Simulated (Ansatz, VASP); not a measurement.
Two plane-wave programs on NaCl

```
Na Cl
1.0
     4.53330    0.00000    0.00000
    -2.26665    3.92595    0.00000
     0.00000    0.00000   25.45122
Na Cl
1 1
Direct
  0.00000 0.00000 0.29525
  0.66667 0.33333 0.29411
```

Alike in both runs: functional PBE; k mesh 6 × 6 × 1; occupations gaussian, width 0.1 eV; no spin polarisation.

Ansatz relaxed the structure, and its values are those at the end. VASP's run is a single point on that final structure, the one shown.

|  | VASP | Ansatz |
| --- | --- | --- |
| version | VASP 6.6.1 | Ansatz 0.2.0 |
| potentials or method | VASP PAW PBE potentials, release 64 (Na_pv, Cl) | scalar-relativistic, plane waves, PAW |
| plane-wave cutoff (eV) | 520 | 420 |
| valence electrons in the cell | 14 | 16 |

```csv
,VASP,Ansatz,Ansatz less VASP
gap on the k mesh at the Fermi level (eV),5.05,5.05,-0.002
least direct gap on the mesh (eV),5.22,5.22,-0.002
rms of the force components (eV/Å),0.011,0.012,+0.0007
```

The two sets of potentials don't hold the same shells in valence. Ansatz warned: «slab_cell_height_set».
